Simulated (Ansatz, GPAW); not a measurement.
# C2 in line between two In chains: relaxation, then transmission at several levels, part 3 of 3

How well does C2 in line between two In chains conduct once its atoms have relaxed, and how much do cheaper levels lose?

GPAW 26.7.0 and Ansatz 0.2.0; Ansatz plane waves; relaxation of the junction with the lead ends held (the session's first sound run).

So far, transmission at the Fermi level (one spin): step 3 (plane-wave reference (PBE)) 0.226; step 5 (GPAW, szp: basis = "szp(dzp)", PBE, GPAW) 0.218; step 6 (minimal basis, PBE, GPAW) 0.200; step 7 (RPBE in the dzp basis: xc = "RPBE") 0.245; step 8 (without the relaxation: geometry = "as built", PBE, GPAW) 1.49.

### Step 10. Comparison

The curves are compared point by point over the common energies.

This step: comparison of transmission and cost over codes, levels and geometry (GPAW 26.7.0).

Ladder, by row:

```csv
step,code,T at the Fermi level (sum over the listed spins),conductance (G0),r.m.s. T(E) from the first,wall time (s),peak memory (GiB),threads
pw-pbe,Ansatz,0.2261,0.2223,0,84.98,3.611,4
dzp,GPAW,0.2576,0.2525,0.1161,85.63,1.26,1
szp,GPAW,0.2182,0.214,0.1283,70.13,1.23,1
sz,GPAW,0.1997,0.1977,0.1848,42.11,1.13,1
dzp-RPBE,GPAW,0.2445,0.24,0.1084,94,1.25,1
asbuilt,GPAW,1.489,1.452,0.5979,69.12,1.27,1
```

Transmission, zone mean, sum over the listed spins against energy, zero at the Fermi level:

```csv
energy (eV),pw-pbe,dzp,szp,sz,dzp-RPBE,asbuilt
-2.000,0.0511,0.278,3.3e-8,0.885,0.481,0.0428
-1.800,0,1.3e-7,8.2e-9,2.3e-6,1.8e-7,7.4e-6
-1.600,0,1.4e-9,2.5e-10,2.1e-9,1.9e-9,7.3e-7
-1.400,0,7.1e-10,1.9e-10,5.5e-10,9.1e-10,6.9e-9
-1.200,0.00521,0.00800,0.00277,0.00467,0.00933,0.0120
-1.000,0.00665,0.00754,0.00567,0.00704,0.00789,0.0368
-0.800,0.00312,0.00345,0.00307,0.00340,0.00352,0.0480
-0.600,0.00107,0.00119,0.00118,0.00120,0.00120,0.0541
-0.400,2.2e-4,2.6e-4,2.8e-4,2.6e-4,2.6e-4,0.0575
-0.200,2.8e-6,9.5e-6,1.1e-5,2.1e-5,1.0e-5,0.0591
0.000,0.226,0.258,0.218,0.200,0.245,1.49
0.200,0.397,0.451,0.382,0.357,0.432,1.60
0.400,0.669,0.747,0.646,0.610,0.730,1.59
0.600,0.938,1.02,0.916,0.870,0.997,1.65
0.800,1.16,1.22,1.14,1.07,1.20,1.69
1.000,1.31,1.40,1.34,1.26,1.38,1.74
1.125,1.34,1.46,1.42,1.35,1.44,1.77
1.200,1.33,1.48,1.46,1.40,1.46,1.78
1.400,1.29,1.49,1.51,1.46,1.47,1.79
1.450,1.28,1.50,1.52,1.46,1.47,1.79
1.500,1.27,1.49,1.52,1.46,1.47,1.78
1.525,1.26,1.49,1.52,1.46,1.47,1.78
1.600,1.23,1.47,1.52,1.46,1.45,1.77
1.800,0.996,1.27,1.35,1.33,1.24,1.74
2.000,0.601,0.838,0.912,0.963,0.811,1.70
```

### Step 11. Density threshold 1e-06, k-points along the lead 4, basis sz(dzp)

The Hamiltonian is taken from the last density. The density threshold is one of the tests that end the cycle; the energy must settle too, so a loose value may not be the test that decides. The lead's own mesh along the current sets its density and potential; where the lead is aligned to the junction's end layer, a rigid shift drops out. A smaller basis is cheaper in every inversion.

This step: GPAW LCAO, PAW setups; Landauer transmission from Green's functions with principal layers (ASE), zero bias (GPAW 26.7.0).

run.py

```python
import json
import numpy as np
from ase import Atoms
from ase.transport.calculators import TransportCalculator
from gpaw import GPAW, FermiDirac
from gpaw.lcao.tools import get_lcao_hamiltonian
from scipy.linalg import eigh

# The junction with lead layers at both ends, along the third cell vector
device = Atoms(
    ['In', 'In', 'In', 'In', 'In', 'In', 'C', 'C', 'In', 'In', 'In', 'In', 'In', 'In'],
    positions=[
        [4.50000, 4.50000, 1.47500],
        [4.50000, 4.50000, 4.42500],
        [4.50000, 4.50000, 7.37500],
        [4.50000, 4.50000, 10.32500],
        [5.55227, 4.26173, 13.26338],
        [4.12342, 4.53963, 16.12136],
        [4.57612, 4.43397, 18.26804],
        [4.55661, 4.41521, 19.51722],
        [4.69539, 4.84083, 21.66669],
        [4.21859, 3.45903, 24.51906],
        [4.50000, 4.50000, 27.45640],
        [4.50000, 4.50000, 30.40640],
        [4.50000, 4.50000, 33.35640],
        [4.50000, 4.50000, 36.30640]],
    cell=[[9.0, 0.0, 0.0], [0.0, 9.0, 0.0], [0.0, 0.0, 37.7814]],
    pbc=True)

# One principal layer of the lead: the first 3 atoms of the device
lead = Atoms(
    ['In', 'In', 'In'],
    positions=[
        [4.50000, 4.50000, 1.47500],
        [4.50000, 4.50000, 4.42500],
        [4.50000, 4.50000, 7.37500]],
    cell=[[9.0, 0.0, 0.0], [0.0, 9.0, 0.0], [0.0, 0.0, 8.85]],
    pbc=True)

settings = dict(mode='lcao', basis='sz(dzp)', xc='PBE', h=0.2,
                occupations=FermiDirac(0.1), maxiter=250,
                mixer=dict(beta=0.1, nmaxold=8, weight=100.0),
                convergence=dict(density=1e-06))
energies = np.arange(-2, 2 + 1e-9, 0.025)
eta = 0.0001
n1, n2 = 1, 1
# k and -k transmit alike, so half of the mesh across the current serves
mesh = [(i, j) for i in range(n1) for j in range(n2) if (i, j) <= (-i % n1, -j % n2)]
weights = np.array([1 if (i, j) == (-i % n1, -j % n2) else 2 for i, j in mesh]) / (n1 * n2)


def ground_state(atoms, size, txt):
    atoms.calc = GPAW(kpts={'size': size, 'gamma': True}, symmetry={'tolerance': 1e-3}, txt=txt, **settings)
    atoms.get_potential_energy()
    return atoms.calc.get_fermi_level()


def blocks(atoms, fermi, points, nz, cells):
    """H - E_F S and S between cell 0 and the cells above it, at each point across the current."""
    kz = np.arange(nz) / nz
    calc = atoms.calc.fixed_density(kpts=[(*k, z) for k in points for z in kz], symmetry='off', txt=None)
    H, S = get_lcao_hamiltonian(calc)
    H = (H - fermi * S).reshape(len(H), len(points), nz, *S.shape[1:])
    S = S.reshape(H.shape[1:])
    phases = [np.exp(-2j * np.pi * kz * R) / nz for R in cells]
    return [(np.einsum('skzij,z->ksij', H, p), np.einsum('kzij,z->kij', S, p)) for p in phases]


def pair(a, b):
    return np.block([[a, b], [b.T.conj(), a]])


def count_channels(h, s, cells, nk=240):
    """Half the number of times that the lead's bands cross each energy, unfolded to its shortest repeat."""
    b = len(h) // cells
    bands = []
    for k in (np.arange(nk + 1) + 0.5) / nk:
        hk, sk = h[:b, :b].copy(), s[:b, :b].copy()
        for R in range(1, cells):
            phase, block = np.exp(2j * np.pi * k * R), slice(R * b, (R + 1) * b)
            hk += h[:b, block] * phase + (h[:b, block] * phase).T.conj()
            sk += s[:b, block] * phase + (s[:b, block] * phase).T.conj()
        w, u = eigh(sk)
        x = u[:, w > 1e-5] / w[w > 1e-5]**0.5  # drop near-dependent combinations
        bands.append(np.r_[eigh(x.T.conj() @ hk @ x, eigvals_only=True), [1e9] * (w <= 1e-5).sum()])
    below = np.array(bands)[:, :, None] < energies
    return (below[1:] != below[:-1]).sum((0, 1)) / 2


fermi_lead = ground_state(lead, (1, 1, 4), 'lead.txt')
fermi_device = ground_state(device, (1, 1, 2), 'device.txt')
T, channels, eigen, tail, misfit, shifts = [], [], [], 0.0, 0.0, []
for first in range(0, len(mesh), 566):
    points = [(i / n1, j / n2) for i, j in mesh[first:first + 566]]
    (H0k, S0k), (H1k, S1k), (H2k, _) = blocks(lead, fermi_lead, points, 5, range(3))
    [(Hk, Sk)] = blocks(device, fermi_device, points, 2, [0])
    tail = max(tail, abs(H2k).max())
    for H0, S0, H1, S1, H, S in zip(H0k, S0k, H1k, S1k, Hk, Sk):
        n = len(S0)
        # Shift the lead onto the potential of the device's first layer
        shift = ((H[:, 0, 0] - H0[:, 0, 0]) / S0[0, 0]).real.mean()
        shifts.append(shift)
        misfit = max(misfit, abs(H[:, :n, :n] - H0 - shift * S0).max())
        Tk, Ck, Ek = [], [], []
        for s in range(len(H)):
            t = s % len(H0)  # a lead without moments serves both spins
            h1, s1 = pair(H0[t] + shift * S0, H1[t] + shift * S1), pair(S0, S1)
            leads = dict(h1=h1, s1=s1, energies=energies, eta=eta, eta1=eta, eta2=eta)
            calc = TransportCalculator(h=H[s], s=S, eigenchannels=3, **leads)
            Tk.append(calc.get_transmission())
            Ek.append(np.sort(calc.eigenchannels_ne, axis=0)[::-1])
            Ck.append(count_channels(h1, s1, 6))
        T.append(Tk)
        channels.append(Ck)
        eigen.append(Ek)
T, channels = np.array(T), np.array(channels)
mean, open_channels = np.einsum('kse,k->se', T, weights), np.einsum('kse,k->se', channels, weights)

print(f'basis functions: device {len(S)}, principal layer {n}')
print(f'Fermi level: lead {fermi_lead:.4f} eV, device {fermi_device:.4f} eV; lead shifted by {np.mean(shifts):.4f} eV')
print(f'largest coupling past the next layer {tail:.2e} eV, largest misfit of the first layer {misfit:.3f} eV')
print('  E-E_F (eV)   ' + 'T (one spin)  channels')
for e, t, c in zip(energies, mean.T, open_channels.T):
    print(f'{e:10.3f}  ', *[f'{x:11.4e}' for x in t], *[f'{x:9.4f}' for x in c])

kT = 8.617333e-5 * 300
fine = np.linspace(energies[0], energies[-1], 4001)
both = np.exp(np.interp(fine, energies, np.log(np.maximum(mean.sum(0) * 2 / len(mean), 1e-30))))
fermi = lambda mu: 1 / (1 + np.exp(np.clip((fine - mu) / kT, -200, 200)))
slope = fermi(0) * (1 - fermi(0)) / kT
G = np.trapezoid(both * slope, fine) / 2
seebeck = -np.trapezoid(both * slope * fine, fine) / (2 * G * 300) * 1e6
print(f'conductance at 300 K: {G:.5g} G0 a cell; thermopower {seebeck:.4g} uV/K')
bias = [0.1, 0.2, 0.5, 1.0, 1.5, 2.0]
current = [38.74 * np.trapezoid(both * (fermi(V / 2) - fermi(-V / 2)), fine) for V in bias]
for V, I in zip(bias, current):
    print(f'current from the zero-bias T(E) at {V} V: {I:.5g} uA')
zero = abs(energies).argmin()
json.dump(dict(energies=energies.tolist(), T=mean.tolist(), channels=open_channels.tolist(), G=G, seebeck=seebeck,
               bias=bias, current=current, tail=tail, misfit=misfit, shift=np.mean(shifts), n_device=len(S), n_lead=n,
               fermi=[fermi_lead, fermi_device], energy=device.get_potential_energy(),
               moments=device.get_magnetic_moments().tolist(), mesh=mesh, weights=weights.tolist(),
               T_k=T[:, :, zero].tolist(), eigen=np.array(eigen[0]).tolist()), open('result.json', 'w'))
```

Command:

```sh
$ OMP_NUM_THREADS=1 OPENBLAS_NUM_THREADS=1 python run.py
```

Run time: 56 s. Hardware: 1 thread of Arm Neoverse V1, shared host; peak memory 1.1 GiB.

The run finished with changed settings (conv = 1e-06, lead_nz = 4 and basis = "sz(dzp)"); it serves as a test.

The two runs compared:

```csv
quantity,this run,sound run,difference
conductance (G₀),0.16976,0.25253,-0.0828
largest coupling past the next principal layer (eV),1.923e-6,1.883e-6,4.0e-8
largest misfit of the first principal layer (eV),0.19028,0.074720,0.116
shift that aligns the lead (eV),0.10715,-0.0026473,0.110
basis functions of the junction,116,302,-186
basis functions of a principal layer,27,69,-42
transmission at the Fermi level (one spin),0.16459,0.25756,-0.0930
```

The two runs differ clearly in the largest misfit of the first principal layer: 0.190 eV against 0.0747 eV.

### Step 12. Outcome

| Property | Result |
| --- | --- |
| conductance | 0.253 G₀ |
| transmission at the Fermi level, mean of the spins | 0.258 |
| open channels of the lead there | 3 |

In the dzp basis the junction conducts 0.253 G₀ at 300 K, with T = 0.258 a spin at the Fermi level; no smaller basis tried comes within 10 % of that conductance. Relaxation moved atoms by up to 1.1 Å and took the conductance from 1.45 to 0.253 G₀, as a ratio a larger change than the step from dzp to the minimal basis. Plane waves (PBE) give T = 0.226 there. The scatterer reflects about 91 % of the incoming channels at the Fermi level. At the Fermi level two eigenchannels carry the current (0.15 and 0.10). Measured against the first run (pw-pbe), the nearest curve is that of dzp-RPBE (r.m.s. 0.11) and the farthest that of asbuilt (0.60). Over the compared runs wall time goes from 42 s (sz) to 94 s (dzp-RPBE), on a shared host; the plane-wave run used 4 threads and the orbital runs 1. The leads kept an estimated spacing and the cell its length, so the junction may be under some tension or compression. Spin-orbit coupling is left out, which matters for the heavy atoms here. An evenly spaced straight chain is an idealisation: free chains tend to dimerise, zigzag or, where a band edge lies near the Fermi level, turn magnetic. The currents use the zero-bias T(E) throughout, which holds only while the bias is small against the distance to the nearest feature. The thermopower isn't quoted: it samples T(E) farther from the Fermi level than the conductance does, and the energy grid wasn't tested for it.

[Logs are printed without paths, hosts, clocks, repeated set-up lines and the standing remarks that a program may print on its own settings, such as how far it seeks lower states.]

[Hosts, paths, dates, database ids (printed as entryN), source tags and the programs' standing remarks are cut or masked in the printed files.]
